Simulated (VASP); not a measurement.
# C (Fd-3m) in VASP: notebook

Runs on C. Level: LDA. Tasks: single point.

Everything below comes from runs of VASP 6.6.1. Logs are shortened: lines on timing, memory, paths and dates and some standing lists are left out, and cuts for length are marked.

## Step 1: The undisturbed crystal

It takes space group Fd-3m (No. 227, cubic). The conventional cell has a = 3.567 Å, b = 3.567 Å, c = 3.567 Å, α = 90.00°, β = 90.00°, γ = 90.00°. C (site symmetry -43m) is surrounded by 4 C at 1.54 Å.

This isn't the form of C at room conditions, which is graphite.

## Step 2: Single point, LDA (grid = ENCUT=460 dk=0.45 cell=2x2x2 ISMEAR=0 SIGMA=0.05 LREAL=Auto EDIFF=1e-06)

Contents of INCAR:

```
SYSTEM = C
  ALGO = Fast
  EDIFF = 1E-6
  ENCUT = 460
  GGA = CA
  ISIF = 2
  ISMEAR = 0
  LASPH = .True.
  LCHARG = .False.
  LREAL = Auto
  LWAVE = .False.
  NBANDS = 38
  NELM = 120
  PREC = Accurate
  SIGMA = 0.05
```

Contents of KPOINTS:

```
k-points
0
Gamma
  4 4 4
  0 0 0
```

Contents of POSCAR:

```
C
1.0
    0.0000000000      3.5667400000      3.5667400000
    3.5667400000      0.0000000000      3.5667400000
    3.5667400000      3.5667400000      0.0000000000
C
15
Direct
    0.3750000000      0.3750000000      0.8750000000
    0.3750000000      0.8750000000      0.3750000000
    0.3750000000      0.8750000000      0.8750000000
    0.8750000000      0.3750000000      0.3750000000
    0.8750000000      0.3750000000      0.8750000000
    0.8750000000      0.8750000000      0.3750000000
    0.8750000000      0.8750000000      0.8750000000
    0.2500000000      0.2500000000      0.2500000000
    0.2500000000      0.2500000000      0.7500000000
    0.2500000000      0.7500000000      0.2500000000
    0.2500000000      0.7500000000      0.7500000000
    0.7500000000      0.2500000000      0.2500000000
    0.7500000000      0.2500000000      0.7500000000
    0.7500000000      0.7500000000      0.2500000000
    0.7500000000      0.7500000000      0.7500000000
```

Potentials or basis: VASP PAW LDA potentials, release 64 (C).

Started as:

```console
$ cat potpaw_LDA.64/C/POTCAR > POTCAR
$ mpirun -np 1 vasp_std > vasp.out
```

OUTCAR:

```text
SYSTEM = C
   EDIFF = 1E-6
   ENCUT = 460
   GGA = CA
   ISIF = 2
   ISMEAR = 0
   LASPH = .True.
   LREAL = Auto
   NELM = 120
   PREC = Accurate

 Found      8 irreducible k-points:

 Following reciprocal coordinates:
            Coordinates               Weight
  0.000000  0.000000  0.000000      1.000000
  0.250000  0.000000  0.000000      8.000000
  0.500000  0.000000  0.000000      4.000000
  0.250000  0.250000  0.000000      6.000000
  0.500000  0.250000  0.000000     24.000000
 -0.250000  0.250000  0.000000     12.000000
   k-points           NKPTS =      8   k-points in BZ     NKDIM =      8   number of bands    NBANDS=     38
   number of dos      NEDOS =    301   number of ions     NIONS =     15
   total plane-waves  NPLWV =  46656
   dimension x,y,z NGX =    36 NGY =   36 NGZ =   36
   dimension x,y,z NGXF=    72 NGYF=   72 NGZF=   72
   ions per type =              15
   NGX,Y,Z   is equivalent  to a cutoff of  11.86, 11.86, 11.86 a.u.
   NGXF,Y,Z  is equivalent  to a cutoff of  23.73, 23.73, 23.73 a.u.
 SYSTEM =  C
   PREC   = accura    normal or accurate (medium, high low for compatibility)
   ISTART =      0    job   : 0-new  1-cont  2-samecut
   ICHARG =      2    charge: 1-file 2-atom 10-const
   ISPIN  =      1    spin polarized calculation?
   LNONCOLLINEAR =      F non collinear calculations
   LSORBIT =      F    spin-orbit coupling
   LASPH  =      T    aspherical Exc in radial PAW
   ENCUT  =  460.0 eV  33.81 Ry    5.81 a.u.   8.82  8.82  8.82*2*pi/ulx,y,z
   NELM   =    120;   NELMIN=  2; NELMDL= -5     # of ELM steps
   EDIFF  = 0.1E-05   stopping-criterion for ELM
   LREAL  =      T    real-space projection
   EDIFFG = 0.1E-04   stopping-criterion for IOM
   NSW    =      0    number of steps for IOM
   IBRION =     -1    ionic relax: 0-MD 1-quasi-New 2-CG
   NFREE  =      0    steps in history (QN), initial steepest desc. (CG)
   ISIF   =      2    stress and relaxation
   ISYM   =      2    0-nonsym 1-usesym 2-fastsym
   POTIM  = 0.5000    time-step for ionic-motion
   TEBEG  =    0.0;   TEEND  =   0.0 temperature during run
   PSTRESS=    0.0 pullay stress
   NELECT =      60.0000    total number of electrons
   NUPDOWN=      -1.0000    fix difference up-down
   EMIN   =  10.00;   EMAX   =-10.00  energy-range for DOS
   EFERMI =   0.00;   METHOD = LEGACY
   ISMEAR =     0;   SIGMA  =   0.05  broadening in eV -4-tet -1-fermi 0-gaus
   EFERMI_NEDOS =   21; number of points for ismear=-14 and -15
   IALGO  =     68    algorithm
   IMIX   =      4    mixing-type and parameters
     AMIX     =   0.40;   BMIX     =  1.00
     AMIX_MAG =   1.60;   BMIX_MAG =  1.00
  volume/ion in A,a.u.               =       6.05        40.83
  Fermi-wavevector in a.u.,A,eV,Ry     =   1.426189  2.695107 27.674461  2.034016
  Thomas-Fermi vector in A             =   2.546493
   LORBIT       =      0    0 simple, 1 ext, 2 COOP (PROOUT), +10 PAW based schemes
   GGA     = CA    functional components
   LHFCALC =     F    Hartree Fock is set to
   AEXX    =    0.0000 exact exchange contribution
   IVDW    =     0    specifies the selected vdW correction
   LEPSILON=     F    determine dielectric tensor
   LRPA    =     F    only Hartree local field effects (RPA)
 non-spin polarized calculation
 RMM-DIIS sequential band-by-band and
 Gauss-broadening in eV      SIGMA  =   0.05
  energy-cutoff  :      460.00
  volume of cell :       90.75
 maximum number of plane-waves:      2085
   NGX = 17   NGY = 17   NGZ = 17

 number of electron      60.0000022 magnetization

 Free energy of the ion-electron system (eV)
  ---------------------------------------------------
  ext. energy  EPLUGINS =         0.00000000
  ---------------------------------------------------
  free energy    TOTEN  =      -145.49152771 eV

  energy without entropy =     -145.48585564  energy(sigma->0) =     -145.48869168

 E-fermi :   9.8798     XC(G=0): -13.1866

 val. band max:        9.8402483218   @ k =   0.2500   0.0000   0.0000
 cond. band min:       9.9147091360   @ k =  -0.2500   0.2500   0.0000
 fundamental gap:      0.0744608142
 Fermi energy:         9.8797820596

 k-point     1 :       0.0000    0.0000    0.0000
  band No.  band energies     occupation
      1     -12.0610      2.00000
      2      -6.5648      2.00000
      3      -6.5648      2.00000
      4      -6.5648      2.00000
      5      -5.7636      2.00000
      6      -4.3857      2.00000
[... 30 lines left out ...]
     37      13.9496      0.00000
     38      14.6869      0.00000

 k-point     2 :       0.2500    0.0000    0.0000
  band No.  band energies     occupation
      1     -11.6489      2.00000
      2      -8.3710      2.00000
      3      -6.5949      2.00000
      4      -6.5949      2.00000
      5      -6.1983      2.00000
      6      -5.2663      2.00000
[... 30 lines left out ...]
     37      15.6304      0.00000
     38      15.8675      0.00000

 k-point     3 :       0.5000    0.0000    0.0000
  band No.  band energies     occupation
      1     -10.6652      2.00000
      2     -10.0911      2.00000
      3      -6.4465      2.00000
      4      -6.4337      2.00000
      5      -6.4337      2.00000
      6      -6.0558      2.00000
[... 30 lines left out ...]
     37      15.4534      0.00000
     38      16.0602      0.00000

 k-point     4 :       0.2500    0.2500    0.0000
  band No.  band energies     occupation
      1     -11.5106      2.00000
      2      -7.5274      2.00000
      3      -7.4125      2.00000
      4      -7.3085      2.00000
      5      -7.3085      2.00000
      6      -5.6797      2.00000
[... 30 lines left out ...]
     37      15.9305      0.00000
     38      16.0236      0.00000

 k-point     5 :       0.5000    0.2500    0.0000
  band No.  band energies     occupation
      1     -10.5905      2.00000
      2      -9.4295      2.00000
      3      -8.3479      2.00000
      4      -7.3778      2.00000
      5      -6.8104      2.00000
      6      -5.1829      2.00000
[... 30 lines left out ...]
     37      16.6721      0.00000
     38      16.9892      0.00000

 k-point     6 :      -0.2500    0.2500    0.0000
  band No.  band energies     occupation
      1     -10.9769      2.00000
      2      -8.9718      2.00000
      3      -8.4790      2.00000
      4      -6.7041      2.00000
      5      -6.3291      2.00000
      6      -5.5460      2.00000
[... 30 lines left out ...]
     37      16.0708      0.00000
     38      16.6158      0.00000

 [... further k-points ...]

------------------------ aborting loop because EDIFF is reached ----------------------------------------

  FORCE on cell =-STRESS in cart. coord.  units (eV):
  Direction    XX          YY          ZZ          XY          YZ          ZX
  --------------------------------------------------------------------------------------
  -------------------------------------------------------------------------------------
  Total       -9.9152056     -9.9152056     -9.9152056     -0.0000000      0.0000000      0.0000000
  in kB     -175.0523541   -175.0523541   -175.0523541     -0.0000000      0.0000000      0.0000000
  external PRESSURE =    -175.0523541 kB  Pullay stress =       0.0000000 kB

 VOLUME and BASIS-vectors are now :
 -----------------------------------------------------------------------------
  energy-cutoff  :      460.00
  volume of cell :       90.75
      direct lattice vectors                 reciprocal lattice vectors
     0.000000000  3.566740000  3.566740000    -0.140184034  0.140184034  0.140184034
     3.566740000  0.000000000  3.566740000     0.140184034 -0.140184034  0.140184034
     3.566740000  3.566740000  0.000000000     0.140184034  0.140184034 -0.140184034

 POSITION                                       TOTAL-FORCE (eV/Angst)
 -----------------------------------------------------------------------------------
      4.45843      4.45843      2.67505         0.000000      0.000000      0.692298
      4.45843      2.67505      4.45843         0.000000      0.692298      0.000000
      6.24179      4.45843      4.45843        -0.692298      0.000000      0.000000
      2.67505      4.45843      4.45843         0.692298      0.000000      0.000000
      4.45843      6.24179      4.45843         0.000000     -0.692298      0.000000
      4.45843      4.45843      6.24179         0.000000      0.000000     -0.692298
      6.24179      6.24179      6.24179         0.000000      0.000000      0.000000
      1.78337      1.78337      1.78337        -1.863180     -1.863180     -1.863180
      3.56674      3.56674      1.78337         1.863180      1.863180     -1.863180
      3.56674      1.78337      3.56674         1.863180     -1.863180      1.863180
      5.35011      3.56674      3.56674         0.047290     -0.047290     -0.047290
      1.78337      3.56674      3.56674        -1.863180      1.863180      1.863180
      3.56674      5.35011      3.56674        -0.047290      0.047290     -0.047290
      3.56674      3.56674      5.35011        -0.047290     -0.047290      0.047290
      5.35011      5.35011      5.35011         0.047290      0.047290      0.047290
 -----------------------------------------------------------------------------------
    total drift:                                0.000000      0.000000     -0.000000

  FREE ENERGIE OF THE ION-ELECTRON SYSTEM (eV)
  ---------------------------------------------------
  free  energy   TOTEN  =      -145.4915277128 eV

  energy  without entropy=     -145.4858556388  energy(sigma->0) =     -145.48869168
```

Wall time 48 s (1 thread of Intel Xeon Platinum 8259CL at 2.50GHz (Skylake/Cascade Lake), shared host); peak memory 0.16 GiB.

These settings aren't checked as converged: the numbers below hold their error.

Results:

- Free energy: -145.4915 eV
- Pressure: -17.5 GPa
- Largest force: 3.227 eV/Å
- Band gap on the k mesh: none (metal or under the smearing width)

Caveat: the k mesh is coarse (spacing up to 0.38 Å⁻¹), so the values aren't converged; the cutoff is under 1.25 times the usual one of these potentials, so pressure, stress and relaxed cells hold a basis-set (Pulay) error.

## Step 3: Single point, LDA (grid = ENCUT=520 dk=0.45 cell=2x2x2 ISMEAR=0 SIGMA=0.05 LREAL=Auto EDIFF=1e-06)

Edit INCAR of step 2 so:

```diff
@@ -3,3 +3,3 @@
   EDIFF = 1E-6
-  ENCUT = 460
+  ENCUT = 520
   GGA = CA
```

KPOINTS is that of step 2.

POSCAR is that of step 2.

Potentials or basis: VASP PAW LDA potentials, release 64 (C).

Started as:

```console
$ cat potpaw_LDA.64/C/POTCAR > POTCAR
$ mpirun -np 1 vasp_std > vasp.out
```

OUTCAR:

```text
SYSTEM = C
   EDIFF = 1E-6
   ENCUT = 520
   GGA = CA
   ISIF = 2
   ISMEAR = 0
   LASPH = .True.
   LREAL = Auto
   NELM = 120
   PREC = Accurate

 Found      8 irreducible k-points:

 Following reciprocal coordinates:
            Coordinates               Weight
  0.000000  0.000000  0.000000      1.000000
  0.250000  0.000000  0.000000      8.000000
  0.500000  0.000000  0.000000      4.000000
  0.250000  0.250000  0.000000      6.000000
  0.500000  0.250000  0.000000     24.000000
 -0.250000  0.250000  0.000000     12.000000
   k-points           NKPTS =      8   k-points in BZ     NKDIM =      8   number of bands    NBANDS=     38
   number of dos      NEDOS =    301   number of ions     NIONS =     15
   total plane-waves  NPLWV =  64000
   dimension x,y,z NGX =    40 NGY =   40 NGZ =   40
   dimension x,y,z NGXF=    80 NGYF=   80 NGZF=   80
   ions per type =              15
[... 315 lines left out ...]

 [... further k-points ...]

------------------------ aborting loop because EDIFF is reached ----------------------------------------

  FORCE on cell =-STRESS in cart. coord.  units (eV):
  Direction    XX          YY          ZZ          XY          YZ          ZX
  --------------------------------------------------------------------------------------
  -------------------------------------------------------------------------------------
  Total       -9.5734978     -9.5734978     -9.5734978      0.0000000     -0.0000000     -0.0000000
  in kB     -169.0195226   -169.0195226   -169.0195226      0.0000000     -0.0000000     -0.0000000
  external PRESSURE =    -169.0195226 kB  Pullay stress =       0.0000000 kB

 VOLUME and BASIS-vectors are now :
 -----------------------------------------------------------------------------
  energy-cutoff  :      520.00
  volume of cell :       90.75
      direct lattice vectors                 reciprocal lattice vectors
     0.000000000  3.566740000  3.566740000    -0.140184034  0.140184034  0.140184034
     3.566740000  0.000000000  3.566740000     0.140184034 -0.140184034  0.140184034
     3.566740000  3.566740000  0.000000000     0.140184034  0.140184034 -0.140184034

 POSITION                                       TOTAL-FORCE (eV/Angst)
 -----------------------------------------------------------------------------------
      4.45843      4.45843      2.67505         0.000000      0.000000      0.692445
      4.45843      2.67505      4.45843         0.000000      0.692445      0.000000
      6.24179      4.45843      4.45843        -0.692445      0.000000      0.000000
      2.67505      4.45843      4.45843         0.692445      0.000000      0.000000
      4.45843      6.24179      4.45843         0.000000     -0.692445      0.000000
      4.45843      4.45843      6.24179         0.000000      0.000000     -0.692445
      6.24179      6.24179      6.24179         0.000000      0.000000      0.000000
      1.78337      1.78337      1.78337        -1.863610     -1.863610     -1.863610
      3.56674      3.56674      1.78337         1.863610      1.863610     -1.863610
      3.56674      1.78337      3.56674         1.863610     -1.863610      1.863610
      5.35011      3.56674      3.56674         0.047233     -0.047233     -0.047233
      1.78337      3.56674      3.56674        -1.863610      1.863610      1.863610
      3.56674      5.35011      3.56674        -0.047233      0.047233     -0.047233
      3.56674      3.56674      5.35011        -0.047233     -0.047233      0.047233
      5.35011      5.35011      5.35011         0.047233      0.047233      0.047233
 -----------------------------------------------------------------------------------
    total drift:                                0.000000      0.000000      0.000000

  FREE ENERGIE OF THE ION-ELECTRON SYSTEM (eV)
  ---------------------------------------------------
  free  energy   TOTEN  =      -145.4775686348 eV

  energy  without entropy=     -145.4718859984  energy(sigma->0) =     -145.47472732
```

Run time: 58 s. Hardware: 1 thread of Intel Xeon Platinum 8259CL at 2.50GHz (Skylake/Cascade Lake), shared host; peak memory 0.18 GiB.

The run converged, but some of its settings lie outside the range that counts as converged, so its numbers aren't taken as properties of the crystal.

What came out:

| Item | Value |
| --- | --- |
| Free energy | -145.4776 eV |
| Pressure | -16.9 GPa |
| Largest force | 3.228 eV/Å |
| Band gap on the k mesh | none (metal or under the smearing width) |

Caveat: the k mesh is coarse (spacing up to 0.38 Å⁻¹), so the values aren't converged.

(Part 1 of 2 ends here.)
